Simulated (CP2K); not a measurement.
# Cs (I4_1/amd) in CP2K: further runs

The runs below take Cs through band structure, with PBE.

Everything below comes from runs of CP2K 2026.2. Logs are shortened: lines on timing, memory, paths and dates and some standing lists are left out, and cuts for length are marked.

## Step 1: Starting point

The structure is tetragonal, space group I4_1/amd (No. 141). Conventional cell: a = 5.108 Å, b = 5.108 Å, c = 19.192 Å, α = 90.00°, β = 90.00°, γ = 90.00°.

This isn't the form of Cs at room conditions, which is bcc.

## Step 2: Band structure, PBE

File cs_bands.inp:

```
&GLOBAL
  PROJECT cs_bands
  RUN_TYPE ENERGY_FORCE
  PRINT_LEVEL LOW
&END GLOBAL
&FORCE_EVAL
  METHOD QS
  STRESS_TENSOR ANALYTICAL
  &DFT
    BASIS_SET_FILE_NAME BASIS_MOLOPT_UZH
    POTENTIAL_FILE_NAME POTENTIAL_UZH
    &MGRID
      CUTOFF 450
      REL_CUTOFF 60
      NGRIDS 5
    &END MGRID
    &QS
      METHOD GPW
      EPS_DEFAULT 1.0E-9
    &END QS
    &KPOINTS
      SCHEME MONKHORST-PACK 7 7 7
      GAMMA_CENTERED T
      SYMMETRY T
      SYMMETRY_BACKEND SPGLIB
    &END KPOINTS
    &SCF
      SCF_GUESS ATOMIC
      EPS_SCF 1.0E-6
      MAX_SCF 100
      ADDED_MOS 10
      CHOLESKY OFF
      EPS_EIGVAL 1.0E-7
      &DIAGONALIZATION ON
        ALGORITHM STANDARD
      &END DIAGONALIZATION
      &MIXING ON
        METHOD BROYDEN_MIXING
        ALPHA 0.4
        BETA 1.5
        NBUFFER 8
      &END MIXING
      &SMEAR ON
        METHOD FERMI_DIRAC
        ELECTRONIC_TEMPERATURE [K] 580.226
      &END SMEAR
    &END SCF
    &XC
      &XC_FUNCTIONAL
        &GGA_X_PBE
        &END GGA_X_PBE
        &GGA_C_PBE
        &END GGA_C_PBE
      &END XC_FUNCTIONAL
    &END XC
    &PRINT
      &KPOINTS ON
      &END KPOINTS
      &MULLIKEN ON
      &END MULLIKEN
      &MO ON
        ENERGIES T
        OCCUPATION_NUMBERS T
        &EACH
          QS_SCF 0
        &END EACH
        ADD_LAST NUMERIC
      &END MO
      &LOWDIN ON
      &END LOWDIN
      &HIRSHFELD ON
        SHAPE_FUNCTION DENSITY
      &END HIRSHFELD
      &BAND_STRUCTURE
        FILE_NAME bands.bs
        ADDED_MOS 6
        &KPOINT_SET
          UNITS B_VECTOR
          NPOINTS 6
          SPECIAL_POINT GAMMA 0.00000000 0.00000000 0.00000000
          SPECIAL_POINT X -0.50000000 0.50000000 0.00000000
          SPECIAL_POINT Y -0.50000000 0.50000000 -0.03541384
          SPECIAL_POINT S -0.26770692 0.26770692 -0.26770692
          SPECIAL_POINT GAMMA 0.00000000 0.00000000 0.00000000
          SPECIAL_POINT Z 0.50000000 0.50000000 -0.50000000
          SPECIAL_POINT S1 0.26770692 0.73229308 -0.73229308
          SPECIAL_POINT N 0.00000000 0.50000000 -0.50000000
          SPECIAL_POINT P -0.25000000 0.75000000 -0.25000000
          SPECIAL_POINT Y1 0.03541384 0.96458616 -0.50000000
          SPECIAL_POINT Z 0.50000000 0.50000000 -0.50000000
        &END KPOINT_SET
        &KPOINT_SET
          UNITS B_VECTOR
          NPOINTS 6
          SPECIAL_POINT X -0.50000000 0.50000000 0.00000000
          SPECIAL_POINT P -0.25000000 0.75000000 -0.25000000
        &END KPOINT_SET
      &END BAND_STRUCTURE
    &END PRINT
  &END DFT
  &SUBSYS
    &CELL
      A 10.2532316672 0.0000000000 0.0000000000
      B 7.7088120543 6.7603976460 0.0000000000
      C -8.9810218607 -3.3801988230 3.6116840774
      PERIODIC XYZ
    &END CELL
    &COORD
      Cs  8.9810218607 3.3801988230 0.0000000000
      Cs  3.8544060272 3.3801988230 1.8058420387
    &END COORD
    &KIND Cs
      BASIS_SET TZVP-MOLOPT-PBE-GTH-q9
      POTENTIAL GTH-PBE-q9
    &END KIND
    &PRINT
      &ATOMIC_COORDINATES ON
      &END ATOMIC_COORDINATES
      &CELL ON
      &END CELL
    &END PRINT
  &END SUBSYS
  &PRINT
    &FORCES ON
    &END FORCES
    &STRESS_TENSOR ON
    &END STRESS_TENSOR
  &END PRINT
&END FORCE_EVAL
```

Potentials or basis: POTENTIAL_UZH Cs GTH-PBE-q9; TZVP-MOLOPT-PBE-GTH basis.

Run with:

```bash
$ OMP_NUM_THREADS=2 cp2k.psmp -i cs_bands.inp -o cs_bands.out
```

cs_bands.out:

```text

 CP2K| version string:                                       CP2K version 2026.2
 CP2K| Input file name                                              cs_bands.inp

 GLOBAL| Force Environment number                                              1
 GLOBAL| Basis set file name                                    BASIS_MOLOPT_UZH
 GLOBAL| Potential file name                                       POTENTIAL_UZH
 GLOBAL| MM Potential file name                                     MM_POTENTIAL
 GLOBAL| Coordinate file name                                      __STD_INPUT__
 GLOBAL| Method name                                                        CP2K
 GLOBAL| Project name                                                   cs_bands
 GLOBAL| Run type                                                   ENERGY_FORCE
 GLOBAL| FFT library                                                       FFTW3
 GLOBAL| Diagonalization library                                       ScaLAPACK
 GLOBAL| Cholesky decomposition library                                ScaLAPACK
 GLOBAL| DGEMM library                                                      BLAS
 GLOBAL| Direct generalized diagonalization requested                          F
 GLOBAL| Matrix multiplication library                                 ScaLAPACK
 GLOBAL| Global print level                                                  LOW
 GLOBAL| Total number of message passing processes                             1
 GLOBAL| Number of threads for this process                                    2
 GLOBAL| CPU model name                                                  UNKNOWN

 CELL| Volume [angstrom^3]:                                           250.347216
 CELL| Vector a [angstrom]:      10.253     0.000     0.000   |a| =    10.253232
 CELL| Vector b [angstrom]:       7.709     6.760     0.000   |b| =    10.253232
 CELL| Vector c [angstrom]:      -8.981    -3.380     3.612   |c| =    10.253232
 CELL| Angle (b,c), alpha [degree]:                                   151.154174
 CELL| Angle (a,c), beta  [degree]:                                   151.154174
 CELL| Angle (a,b), gamma [degree]:                                    41.249794
 CELL| Numerically orthorhombic:                                              NO
 CELL| Periodicity                                                           XYZ

 CELL_REF| Volume [angstrom^3]:                                       250.347216
 CELL_REF| Vector a [angstrom    10.253     0.000     0.000   |a| =    10.253232
 CELL_REF| Vector b [angstrom     7.709     6.760     0.000   |b| =    10.253232
 CELL_REF| Vector c [angstrom    -8.981    -3.380     3.612   |c| =    10.253232
 CELL_REF| Angle (b,c), alpha [degree]:                               151.154174
 CELL_REF| Angle (a,c), beta  [degree]:                               151.154174
 CELL_REF| Angle (a,b), gamma [degree]:                                41.249794
 CELL_REF| Numerically orthorhombic:                                          NO
 CELL_REF| Periodicity                                                       XYZ

 GENERATE|  Preliminary Number of Bonds generated:                             0
 GENERATE|  Achieved consistency in connectivity generation.

 *******************************************************************************
 *******************************************************************************
 **            Copyright (C) by CP2K developers group (2000-2026)             **
 *******************************************************************************

 TOTAL NUMBERS AND MAXIMUM NUMBERS

  Total number of            - Atomic kinds:                                   1
                             - Atoms:                                          2
                             - Shell sets:                                     2
                             - Shells:                                        16
                             - Primitive Cartesian functions:                 12
                             - Cartesian basis functions:                     38
                             - Spherical basis functions:                     36

  Maximum angular momentum of- Orbital basis functions:                        2
                             - Local part of the GTH pseudopotential:          2
                             - Non-local part of the GTH pseudopotential:      3

 MODULE QUICKSTEP: ATOMIC COORDINATES IN ANGSTROM

   Atom Kind Element         X             Y             Z       Z(eff)     Mass
      1    1 Cs   55      8.981022      3.380199      0.000000   9.0000 132.9055
      2    1 Cs   55      3.854406      3.380199      1.805842   9.0000 132.9055

[... 93 lines left out ...]
     2 Broy./Diag. 0.40E+00    3.4     0.00054433       -40.2300611426  2.27E-02
     3 Broy./Diag. 0.40E+00    3.6     0.00246318       -40.2595077627 -2.94E-02
     4 Broy./Diag. 0.40E+00    3.7     0.00180962       -40.2750660253 -1.56E-02
     5 Broy./Diag. 0.40E+00    3.7     0.00146177       -40.2682760526  6.79E-03
     6 Broy./Diag. 0.40E+00    3.9     0.00080429       -40.2488191010  1.95E-02
     7 Broy./Diag. 0.40E+00    3.9     0.00013531       -40.2412475863  7.57E-03
     8 Broy./Diag. 0.40E+00    4.1     0.00017537       -40.2401114942  1.14E-03
     9 Broy./Diag. 0.40E+00    4.1     0.00002431       -40.2400487735  6.27E-05
    10 Broy./Diag. 0.40E+00    4.4     0.00001356       -40.2404914889 -4.43E-04
    11 Broy./Diag. 0.40E+00    4.4     0.00001371       -40.2404725358  1.90E-05
    12 Broy./Diag. 0.40E+00    4.4     0.00000737       -40.2404576477  1.49E-05
    13 Broy./Diag. 0.40E+00    4.4     0.00000565       -40.2405090006 -5.14E-05
    14 Broy./Diag. 0.40E+00    4.4     0.00000138       -40.2405456880 -3.67E-05
    15 Broy./Diag. 0.40E+00    4.5     0.00000112       -40.2405681675 -2.25E-05
    16 Broy./Diag. 0.40E+00    4.4     0.00000013       -40.2405726360 -4.47E-06

  *** SCF run converged in    16 steps ***

  Electronic density on regular grids:        -17.9999999991        0.0000000009
  Core density on regular grids:               17.9999999751       -0.0000000249
  Total charge density on r-space grids:       -0.0000000240
  Total charge density g-space grids:          -0.0000000240

  Overlap energy of the core charge distribution:               0.00000000000000
  Self energy of the core charge distribution:                -84.71576474761351
  Core Hamiltonian energy:                                     16.36589460767636
  Hartree energy:                                              34.39615277399066
  Exchange-correlation energy:                                 -6.28625337517334
  Electronic entropic energy:                                  -0.00060189516193
  Fermi energy:                                                 0.05322328417953

  Total energy:                                               -40.24057263598148
  Total energy (extrapolated to T->0):                        -40.24027168840051

 MO| EIGENVALUES AND OCCUPATION NUMBERS FOR K POINT 1
 MO|
 MO|  Index      Eigenvalue [a.u.]        Eigenvalue [eV]             Occupation
 MO|      1              -0.827302             -22.512026               2.000000
 MO|      2              -0.827270             -22.511149               2.000000
 MO|      3              -0.344081              -9.362916               2.000000
 MO|      4              -0.343357              -9.343222               2.000000
 MO|      5              -0.342598              -9.322570               2.000000
 MO|      6              -0.342485              -9.319484               2.000000
[... 336 lines left out ...]
 MO|     18               0.182489               4.965784               0.000000
 MO|     19               0.199421               5.426516               0.000000
 MO| Sum:                                                              17.997817
 MO| E(Fermi):            0.053223 a.u.          1.448279 eV

 [... the levels of further k-points ...]

 !-----------------------------------------------------------------------------!
                     Mulliken Population Analysis

 #  Atom  Element  Kind  Atomic population                           Net charge
       1     Cs       1          9.000000                              0.000000
       2     Cs       1          9.000000                             -0.000000
 # Total charge                             18.000000                 -0.000000

 !-----------------------------------------------------------------------------!

 !-----------------------------------------------------------------------------!
                           Hirshfeld Charges

  #Atom  Element  Kind  Ref Charge     Population                    Net charge
      1       Cs     1       9.000          9.000                        -0.000
      2       Cs     1       9.000          9.000                        -0.000

  Total Charge                                                           -0.000
 !-----------------------------------------------------------------------------!

 LOWDIN POPULATION ANALYSIS

 #  Atom  Element  Kind  Atomic population                           Net charge
       1     Cs       1          9.000000                              0.000000
       2     Cs       1          9.000000                             -0.000000
 # Total charge                             18.000000                 -0.000000

 KPOINTS| Band Structure Calculation
 KPOINTS| Number of k-point sets                                               2
 KPOINTS| Number of added MOs/bands                                            6
 KPOINTS| Number of k-points in set    1                                      61
 KPOINTS| In units of b-vector [2pi/Bohr]
 KPOINTS| Special point     1       GAMMA     0.000000     0.000000     0.000000
 KPOINTS| Special point     2           X    -0.500000     0.500000     0.000000
 KPOINTS| Special point     3           Y    -0.500000     0.500000    -0.035414
 KPOINTS| Special point     4           S    -0.267707     0.267707    -0.267707
 KPOINTS| Special point     5       GAMMA     0.000000     0.000000     0.000000
 KPOINTS| Special point     6           Z     0.500000     0.500000    -0.500000
 KPOINTS| Special point     7          S1     0.267707     0.732293    -0.732293
 KPOINTS| Special point     8           N     0.000000     0.500000    -0.500000
 KPOINTS| Special point     9           P    -0.250000     0.750000    -0.250000
 KPOINTS| Special point    10          Y1     0.035414     0.964586    -0.500000
 KPOINTS| Special point    11           Z     0.500000     0.500000    -0.500000
 KPOINTS| Number of k-points in set    2                                       7
 KPOINTS| In units of b-vector [2pi/Bohr]
 KPOINTS| Special point     1           X    -0.500000     0.500000     0.000000
 KPOINTS| Special point     2           P    -0.250000     0.750000    -0.250000

 ENERGY| Total FORCE_EVAL ( QS ) energy [hartree]            -40.240564846676314

 FORCES| Atomic forces [hartree/bohr]
 FORCES|   Atom     x               y               z               |f|
 FORCES|      1 -3.79967499E-11  9.71688566E-11  7.57795148E-13   1.04336542E-10
 FORCES|      2  9.78620170E-12 -2.36530459E-11 -7.21384234E-13   2.56077473E-11
 FORCES| Sum    -2.82105482E-11  7.35158106E-11  3.64109144E-14
 FORCES| Total atomic force                                       7.87426871E-11

 STRESS| Analytical stress tensor [bar]
 STRESS|                        x                   y                   z
 STRESS|      x       -8.44514629804E+02  -4.33569013532E+02  -3.86011057636E-03
 STRESS|      y       -4.33569013532E+02   1.44273961560E+02  -1.45191807801E-03
 STRESS|      z       -3.86011057636E-03  -1.45191807801E-03   3.07456170492E+02
 STRESS| 1/3 Trace                                            -1.30928165917E+02
 STRESS| Determinant                                          -9.52571655162E+07

 STRESS| Eigenvectors and eigenvalues of the analytical stress tensor [bar]
 STRESS|                        1                   2                   3
 STRESS| Eigenvalues  -1.00769756085E+03   3.07456170504E+02   3.07456892597E+02
 STRESS|      x           0.935906560514      0.000415602360     -0.352248118891
 STRESS|      y           0.352248364052     -0.001113137416      0.935905898554
 STRESS|      z           0.000003135860      0.999999294100      0.001188187861
```

It took 72 s on 2 threads of Arm Neoverse N1, shared host; peak memory 1.8 GiB.

What came out:

```
Free energy            : -1095.0015 eV
Pressure               : 0.0 GPa
Band gap on the k mesh : none (metal or under the smearing width)
```

Levels at the corners of the path, in eV from the Fermi level:
```tsv
point	band 7	band 8	band 9	band 10	band 11	band 12
Γ	-10.74	-10.74	-1.62	-0.13	0.56	1.63
X	-10.77	-10.77	0.69	0.69	1.28	1.28
Y	-10.77	-10.77	0.68	0.68	1.26	1.26
S	-10.73	-10.72	-0.05	0.20	0.47	1.17
Γ	-10.74	-10.74	-1.62	-0.13	0.56	1.63
Z	-10.73	-10.73	-1.10	-1.10	1.29	1.29
S1	-10.73	-10.72	-0.05	0.20	0.47	1.17
N	-10.73	-10.72	-0.11	0.36	0.49	1.08
P	-10.77	-10.77	0.70	0.70	1.23	1.23
Y1	-10.77	-10.77	0.68	0.68	1.26	1.26
Z	-10.73	-10.73	-1.10	-1.10	1.29	1.29
X	-10.77	-10.77	0.69	0.69	1.28	1.28
P	-10.77	-10.77	0.70	0.70	1.23	1.23
```

Caveat: spin-orbit coupling is left out, which moves the levels of the heavy elements; the basis of atomic orbitals isn't converged, which shifts pressures, moduli and gaps.

## Step 3: Band structure, PBE

Edit cs_bands.inp of step 2 so:

```diff
@@ -112,3 +112,3 @@
     &KIND Cs
-      BASIS_SET TZVP-MOLOPT-PBE-GTH-q9
+      BASIS_SET TZV2P-MOLOPT-PBE-GTH-q9
       POTENTIAL GTH-PBE-q9
```

Potentials or basis: POTENTIAL_UZH Cs GTH-PBE-q9; TZV2P-MOLOPT-PBE-GTH basis.

Run with:

```bash
$ OMP_NUM_THREADS=2 cp2k.psmp -i cs_bands.inp -o cs_bands.out
```

Wall time 76 s (2 threads of Arm Neoverse N1, shared host); peak memory 1.8 GiB.

The run converged. Its results:

```yaml
Free_energy: -1095.0092 eV
Pressure: 0.0 GPa
Band_gap_on_the_k_mesh: none (metal or under the smearing width)
```

Stress tensor (GPa, compression positive):
```
-0.08 -0.04  0.00
-0.04  0.02  0.00
 0.00  0.00  0.04
```

Levels at the corners of the path, in eV from the Fermi level:
```tsv
point	band 5	band 6	band 7	band 8	band 9	band 10	band 11	band 12	band 13	band 14
Γ	-10.74	-10.74	-10.74	-10.74	-1.61	-0.12	0.57	1.59	1.59	1.93
X	-10.86	-10.86	-10.76	-10.76	0.57	0.57	1.27	1.27	1.76	1.76
Y	-10.86	-10.86	-10.76	-10.76	0.56	0.56	1.25	1.25	1.77	1.77
S	-10.80	-10.76	-10.73	-10.72	-0.05	0.20	0.45	1.11	1.37	2.30
Γ	-10.74	-10.74	-10.74	-10.74	-1.61	-0.12	0.57	1.59	1.59	1.93
Z	-10.75	-10.75	-10.73	-10.73	-1.08	-1.08	1.26	1.26	1.81	1.81
S1	-10.80	-10.76	-10.73	-10.72	-0.05	0.20	0.45	1.11	1.37	2.30
N	-10.81	-10.75	-10.73	-10.72	-0.10	0.36	0.43	1.07	1.32	2.28
P	-10.86	-10.86	-10.76	-10.76	0.57	0.57	1.22	1.22	1.95	1.95
Y1	-10.86	-10.86	-10.76	-10.76	0.56	0.56	1.25	1.25	1.77	1.77
Z	-10.75	-10.75	-10.73	-10.73	-1.08	-1.08	1.26	1.26	1.81	1.81
X	-10.86	-10.86	-10.76	-10.76	0.57	0.57	1.27	1.27	1.76	1.76
P	-10.86	-10.86	-10.76	-10.76	0.57	0.57	1.22	1.22	1.95	1.95
```

Caveat: spin-orbit coupling is left out, which moves the levels of the heavy elements; the basis of atomic orbitals isn't converged, which shifts pressures, moduli and gaps.
